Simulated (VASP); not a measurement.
# MgO (Fm-3m) in VASP: band structure with HSE06

Aim: the band structure of MgO with HSE06.

Everything below comes from runs of VASP 6.6.1. Logs are shortened: lines on timing, memory, paths and dates and some standing lists are left out, and cuts for length are marked.

**The experiment to reproduce.**

From “Electronic structure of alkaline earth and post-transition metal oxides”, 2009, arxiv:0908.1581, for a bulk crystal of MgO: band gap 7.83 eV.

The runs below are set against these values where they give the same quantity.

## 1. Starting point

It takes space group Fm-3m (No. 225, cubic). Conventional cell: a = 4.210 Å, b = 4.210 Å, c = 4.210 Å, α = 90.00°, β = 90.00°, γ = 90.00°. Mg (site symmetry m-3m) has 6 O at 2.10 Å as nearest neighbours. O (site symmetry m-3m) has 6 Mg at 2.10 Å as nearest neighbours.

## 2. Band structure, HSE06

File POSCAR:

```
MgO                                     
1.0
    0.0000000000      2.1048612689      2.1048612689
    2.1048612689      0.0000000000      2.1048612689
    2.1048612689      2.1048612689      0.0000000000
  Mg              O             
     1     1
Direct
     0.0000000000000000    0.0000000000000000    0.0000000000000000
     0.5000000000000000    0.5000000000000000    0.5000000000000000
```

File INCAR.step1:

```
  PREC = Accurate
  ENCUT = 520
  EDIFF = 1E-5
  ISMEAR = 0
  SIGMA = 0.02
  LREAL = F
  LASPH = T
  NELM = 60
  ALGO = Normal
  ISIF = 2
  LWAVE = T
  LCHARG = F
  NBANDS = 11
  KPAR = 4
  GGA = PE
```

File INCAR.step2:

```
  PREC = Accurate
  ENCUT = 520
  EDIFF = 1E-7
  ISMEAR = 0
  SIGMA = 0.02
  LREAL = F
  LASPH = T
  NELM = 60
  ALGO = Normal
  ISIF = 2
  LWAVE = F
  LCHARG = F
  GGA = PE
  LHFCALC = T
  HFSCREEN = 0.2
  PRECFOCK = Fast
  NBANDS = 11
  KPAR = 4
  ISTART = 1
```

File KPOINTS:

```
regular mesh
0
Gamma
  8 8 8
```

File KPOINTS_OPT:

```
path GXWKGLUWLK,UX
10
line-mode
reciprocal
 0.0000000000  0.0000000000  0.0000000000  G
 0.5000000000  0.0000000000  0.5000000000  X

 0.5000000000  0.0000000000  0.5000000000  X
 0.5000000000  0.2500000000  0.7500000000  W

 0.5000000000  0.2500000000  0.7500000000  W
 0.3750000000  0.3750000000  0.7500000000  K

 0.3750000000  0.3750000000  0.7500000000  K
 0.0000000000  0.0000000000  0.0000000000  G

 0.0000000000  0.0000000000  0.0000000000  G
 0.5000000000  0.5000000000  0.5000000000  L

 0.5000000000  0.5000000000  0.5000000000  L
 0.6250000000  0.2500000000  0.6250000000  U

 0.6250000000  0.2500000000  0.6250000000  U
 0.5000000000  0.2500000000  0.7500000000  W

 0.5000000000  0.2500000000  0.7500000000  W
 0.5000000000  0.5000000000  0.5000000000  L

 0.5000000000  0.5000000000  0.5000000000  L
 0.3750000000  0.3750000000  0.7500000000  K

 0.6250000000  0.2500000000  0.6250000000  U
 0.5000000000  0.0000000000  0.5000000000  X
```

Potentials or basis: VASP PAW PBE potentials, release 64 (Mg, O).

Launch:

```
> cat potpaw_PBE.64/Mg/POTCAR potpaw_PBE.64/O/POTCAR > POTCAR
> cp INCAR.step1 INCAR
> mpirun -np 4 vasp_std > vasp.out
> cp INCAR.step2 INCAR
> mpirun -np 4 vasp_std > vasp.out
```

OUTCAR:

```text
PREC = Accurate
   ENCUT = 520
   EDIFF = 1E-7
   ISMEAR = 0
   LREAL = F
   LASPH = T
   NELM = 60
   ISIF = 2
   GGA = PE
   LHFCALC = T
   HFSCREEN = 0.2
   PRECFOCK = Fast
   ISTART = 1

 ion  position               nearest neighbor table
   1  0.000  0.000  0.000-   2 2.10   2 2.10   2 2.10   2 2.10   2 2.10   2 2.10
   2  0.500  0.500  0.500-   1 2.10   1 2.10   1 2.10   1 2.10   1 2.10   1 2.10

  LATTYP: Found a face centered cubic cell.
 ALAT       =     4.2097225378

  Lattice vectors:

 A1 = (   0.0000000000,   2.1048612689,   2.1048612689)
 A2 = (   2.1048612689,   0.0000000000,   2.1048612689)
 A3 = (   2.1048612689,   2.1048612689,   0.0000000000)

Analysis of symmetry for initial positions (statically):
=====================================================================
 Subroutine PRICEL returns:
 Original cell was already a primitive cell.

 Routine SETGRP: Setting up the symmetry group for a
 face centered cubic supercell.

 Subroutine GETGRP returns: Found 48 space group operations
 (whereof 48 operations were pure point group operations)
 out of a pool of 48 trial point group operations.

The static configuration has the point symmetry O_h .

Analysis of symmetry for dynamics (positions and initial velocities):
=====================================================================
 Subroutine PRICEL returns:
 Original cell was already a primitive cell.

 Routine SETGRP: Setting up the symmetry group for a
 face centered cubic supercell.

 Subroutine GETGRP returns: Found 48 space group operations
 (whereof 48 operations were pure point group operations)
 out of a pool of 48 trial point group operations.

The dynamic configuration has the point symmetry O_h .

 Subroutine INISYM returns: Found 48 space group operations
 (whereof 48 operations are pure point group operations),
 and found     1 'primitive' translations

----------------------------------------------------------------------------------------

                                     Primitive cell

  volume of cell :      18.6509

  direct lattice vectors                    reciprocal lattice vectors
     0.000000000  2.104861269  2.104861269    -0.237545347  0.237545347  0.237545347
     2.104861269  0.000000000  2.104861269     0.237545347 -0.237545347  0.237545347
     2.104861269  2.104861269  0.000000000     0.237545347  0.237545347 -0.237545347

  length of vectors
     2.976723353  2.976723353  2.976723353     0.411440610  0.411440610  0.411440610

  position of ions in fractional coordinates (direct lattice)
     0.000000000  0.000000000  0.000000000
     0.500000000  0.500000000  0.500000000

  ion indices of the primitive-cell ions
   primitive index   ion index
                 1           1
                 2           2

----------------------------------------------------------------------------------------

 KPOINTS: regular mesh

Automatic generation of k-mesh.
 Grid dimensions read from file:
 generate k-points for:    8    8    8

 Generating k-lattice:

  Cartesian coordinates                     Fractional coordinates (reciprocal lattice)
    -0.029693168  0.029693168  0.029693168     0.125000000  0.000000000  0.000000000
     0.029693168 -0.029693168  0.029693168     0.000000000  0.125000000  0.000000000
     0.029693168  0.029693168 -0.029693168     0.000000000  0.000000000  0.125000000

  Length of vectors
     0.051430076  0.051430076  0.051430076

  Shift w.r.t. Gamma in fractional coordinates (k-lattice)
     0.000000000  0.000000000  0.000000000

 Subroutine IBZKPT returns following result:
 ===========================================

 Found     29 irreducible k-points:

 Following reciprocal coordinates:
            Coordinates               Weight
  0.000000  0.000000  0.000000      1.000000
  0.125000  0.000000  0.000000      8.000000
  0.250000  0.000000  0.000000      8.000000
  0.375000  0.000000  0.000000      8.000000
  0.500000  0.000000  0.000000      4.000000
  0.125000  0.125000  0.000000      6.000000
[... 16 lines left out ...]
  0.500000  0.250000  0.125000     48.000000
 -0.375000  0.250000  0.125000     24.000000
 [... further k-points ...]
   k-points           NKPTS =     29   k-points in BZ     NKDIM =    512   number of bands    NBANDS=     11
   number of dos      NEDOS =    301   number of ions     NIONS =      2
   total plane-waves  NPLWV =  13824
   dimension x,y,z NGX =    24 NGY =   24 NGZ =   24
   dimension x,y,z NGXF=    48 NGYF=   48 NGZF=   48
   ions per type =               1   1
   NGX,Y,Z   is equivalent  to a cutoff of  13.40, 13.40, 13.40 a.u.
   NGXF,Y,Z  is equivalent  to a cutoff of  26.81, 26.81, 26.81 a.u.
 SYSTEM =  unknown system
   PREC   = accura    normal or accurate (medium, high low for compatibility)
   ISTART =      1    job   : 0-new  1-cont  2-samecut
   ICHARG =      0    charge: 1-file 2-atom 10-const
   ISPIN  =      1    spin polarized calculation?
   LNONCOLLINEAR =      F non collinear calculations
   LSORBIT =      F    spin-orbit coupling
   LASPH  =      T    aspherical Exc in radial PAW
   ENCUT  =  520.0 eV  38.22 Ry    6.18 a.u.   5.53  5.53  5.53*2*pi/ulx,y,z
   NELM   =     60;   NELMIN=  2; NELMDL=  0     # of ELM steps
   EDIFF  = 0.1E-06   stopping-criterion for ELM
   LREAL  =      F    real-space projection
   EDIFFG = 0.1E-05   stopping-criterion for IOM
   NSW    =      0    number of steps for IOM
   IBRION =     -1    ionic relax: 0-MD 1-quasi-New 2-CG
   NFREE  =      0    steps in history (QN), initial steepest desc. (CG)
   ISIF   =      2    stress and relaxation
   ISYM   =      3    0-nonsym 1-usesym 2-fastsym
   POTIM  = 0.5000    time-step for ionic-motion
   TEBEG  =    0.0;   TEEND  =   0.0 temperature during run
   PSTRESS=    0.0 pullay stress
   NELECT =       8.0000    total number of electrons
   NUPDOWN=      -1.0000    fix difference up-down
   EMIN   =  10.00;   EMAX   =-10.00  energy-range for DOS
   EFERMI =   0.00;   METHOD = LEGACY
   ISMEAR =     0;   SIGMA  =   0.02  broadening in eV -4-tet -1-fermi 0-gaus
   EFERMI_NEDOS =   21; number of points for ismear=-14 and -15
   IALGO  =     38    algorithm
   IMIX   =      1    mixing-type and parameters
     AMIX     =   0.40;   BMIX     =  1.00
     AMIX_MAG =   1.60;   BMIX_MAG =  1.00
  volume/ion in A,a.u.               =       9.33        62.93
  Fermi-wavevector in a.u.,A,eV,Ry     =   1.234633  2.333119 20.739627  1.524320
  Thomas-Fermi vector in A             =   2.369316
   LORBIT       =      0    0 simple, 1 ext, 2 COOP (PROOUT), +10 PAW based schemes
   GGA     = PE    functional components
   LHFCALC =     T    Hartree Fock is set to
   PRECFOCK=fast      Normal, Fast or Accurate (Low or Medium for compatibility)
   ENCUT4O =  -1.0   cutoff for four orbital integrals eV
   NKREDX  =     1    reduce k-point grid by
   NKREDY  =     1    reduce k-point grid by
   NKREDZ  =     1    reduce k-point grid by
   AEXX    =    0.2500 exact exchange contribution
   HFSCREEN=    0.2000 screening length (either q_TF or 0.3 A-1)
   HFSCREENC=   0.2000 screening length for correlation (either q_TF or 0.3 A-1)
   ENCUTFOCK=  -1.0 apply spherical cutoff to Coloumb kernel
   IVDW    =     0    specifies the selected vdW correction
   LEPSILON=     F    determine dielectric tensor
   LRPA    =     F    only Hartree local field effects (RPA)
 non-spin polarized calculation
 Gauss-broadening in eV      SIGMA  =   0.02
  energy-cutoff  :      520.00
  volume of cell :       18.65
 maximum number of plane-waves:       531
 NGX is ok and might be reduce to    24
  NGX = 14; NGY = 14; NGZ = 14

 number of electron       8.0000005 magnetization

 Free energy of the ion-electron system (eV)
  ---------------------------------------------------
  ext. energy  EPLUGINS =         0.00000000
  ---------------------------------------------------
  free energy    TOTEN  =       -14.23114392 eV

  energy without entropy =      -14.23114392  energy(sigma->0) =      -14.23114392

 E-fermi :   2.1489     XC(G=0):  -9.0895

 val. band max:        1.9394975650   @ k =   0.0000   0.0000   0.0000
 cond. band min:       8.4172943217   @ k =   0.0000   0.0000   0.0000
 fundamental gap:      6.4777967567
 Fermi energy:         2.1488901668

 k-point     1 :       0.0000    0.0000    0.0000
  band No.  band energies     occupation
      1     -16.8958      2.00000
      2       1.9395      2.00000
      3       1.9395      2.00000
      4       1.9395      2.00000
      5       8.4173      0.00000
      6      19.7257      0.00000
      7      19.7257      0.00000
      8      19.7257      0.00000
      9      23.6571      0.00000
     10      25.5948      0.00000
     11      25.5948      0.00000

 k-point     2 :       0.1250    0.0000    0.0000
  band No.  band energies     occupation
      1     -16.7234      2.00000
      2       0.9615      2.00000
      3       1.8268      2.00000
      4       1.8268      2.00000
      5       9.3495      0.00000
      6      18.0207      0.00000
      7      20.1075      0.00000
      8      20.1075      0.00000
      9      24.6294      0.00000
     10      24.6294      0.00000
     11      25.9379      0.00000

 k-point     3 :       0.2500    0.0000    0.0000
  band No.  band energies     occupation
      1     -16.2766      2.00000
      2      -0.8702      2.00000
      3       1.5668      2.00000
      4       1.5668      2.00000
      5      10.8724      0.00000
      6      16.5273      0.00000
      7      20.6424      0.00000
      8      20.6424      0.00000
      9      24.2489      0.00000
     10      24.2489      0.00000
     11      26.1894      0.00000
[... 267 lines left out ...]
 k-point    23 :       0.5000    0.2500    0.1250
  band No.  band energies     occupation
      1     -15.5606      2.00000
      2      -2.0196      2.00000
      3       0.0855      2.00000
      4       0.9956      2.00000
      5      13.3894      0.00000
      6      15.6392      0.00000
      7      17.9154      0.00000
      8      21.2816      0.00000
      9      23.8382      0.00000
     10      26.6421      0.00000
     11      30.2486      0.00000

 k-point    24 :      -0.3750    0.2500    0.1250
  band No.  band energies     occupation
      1     -15.3850      2.00000
      2      -2.3422      2.00000
      3      -0.1342      2.00000
      4       0.8658      2.00000
      5      13.5264      0.00000
      6      16.3304      0.00000
      7      17.4672      0.00000
      8      21.0183      0.00000
      9      24.6630      0.00000
     10      26.3395      0.00000
     11      30.3775      0.00000

 [... further k-points ...]

------------------------ aborting loop because EDIFF is reached ----------------------------------------

  FORCE on cell =-STRESS in cart. coord.  units (eV):
  Direction    XX          YY          ZZ          XY          YZ          ZX
  --------------------------------------------------------------------------------------
  -------------------------------------------------------------------------------------
  Total       -0.1506098     -0.1506098     -0.1506098     -0.0000000      0.0000000     -0.0000000
  in kB      -12.9378856    -12.9378856    -12.9378856     -0.0000000      0.0000000     -0.0000000
  external PRESSURE =     -12.9378856 kB  Pullay stress =       0.0000000 kB

 VOLUME and BASIS-vectors are now :
 -----------------------------------------------------------------------------
  energy-cutoff  :      520.00
  volume of cell :       18.65
      direct lattice vectors                 reciprocal lattice vectors
     0.000000000  2.104861269  2.104861269    -0.237545347  0.237545347  0.237545347
     2.104861269  0.000000000  2.104861269     0.237545347 -0.237545347  0.237545347
     2.104861269  2.104861269  0.000000000     0.237545347  0.237545347 -0.237545347

 POSITION                                       TOTAL-FORCE (eV/Angst)
 -----------------------------------------------------------------------------------
      0.00000      0.00000      0.00000        -0.000000      0.000000      0.000000
      2.10486      2.10486      2.10486         0.000000     -0.000000      0.000000
 -----------------------------------------------------------------------------------
    total drift:                                0.000000      0.000000      0.000000

  FREE ENERGIE OF THE ION-ELECTRON SYSTEM (eV)
  ---------------------------------------------------
  free  energy   TOTEN  =       -14.2311439175 eV

  energy  without entropy=      -14.2311439175  energy(sigma->0) =      -14.23114392
```

Run time: 15 min. Hardware: 4 MPI ranks of AMD EPYC 7R13 (Zen 3), shared host; peak memory 0.27 GiB.

What came out:

```yaml
Free_energy: -14.2311 eV
Pressure: -1.3 GPa
Band_gap_on_the_k_mesh: 6.48 eV, direct
Band_gap_along_the_path: 6.48 eV, direct
```

Levels at the corners of the path, in eV from the valence-band top:
```tsv
point	band 2	band 3	band 4	band 5	band 6	band 7
Γ	0.00	0.00	0.00	6.48	17.79	17.79
X	-4.39	-1.47	-1.47	10.88	11.89	15.40
X	-4.39	-1.47	-1.47	10.88	11.89	15.40
W	-3.17	-3.17	-1.90	13.69	13.69	14.24
W	-3.17	-3.17	-1.90	13.69	13.69	14.24
K	-3.75	-2.90	-1.25	11.95	13.84	14.72
K	-3.75	-2.90	-1.25	11.95	13.84	14.72
Γ	0.00	0.00	0.00	6.48	17.79	17.79
Γ	0.00	0.00	0.00	6.48	17.79	17.79
L	-4.94	-0.71	-0.71	9.70	14.91	18.36
L	-4.94	-0.71	-0.71	9.70	14.91	18.36
U	-3.75	-2.90	-1.25	11.95	13.84	14.72
U	-3.75	-2.90	-1.25	11.95	13.84	14.72
W	-3.17	-3.17	-1.90	13.69	13.69	14.24
W	-3.17	-3.17	-1.90	13.69	13.69	14.24
L	-4.94	-0.71	-0.71	9.70	14.91	18.36
L	-4.94	-0.71	-0.71	9.70	14.91	18.36
K	-3.75	-2.90	-1.25	11.95	13.84	14.72
U	-3.75	-2.90	-1.25	11.95	13.84	14.72
X	-4.39	-1.47	-1.47	10.88	11.89	15.40
```

Caveat: the PAW data sets were made with another functional, which shifts forces and pressure a little.

## 3. Against experiment

Step 2. A measured gap of MgO is 7.83 eV (quoted in “Electronic structure of alkaline earth and post-transition metal oxides”, 2009, arxiv:0908.1581); the calculated 6.48 eV misses it by -1.35 eV. The value is that of HSE06, without temperature or zero-point motion.
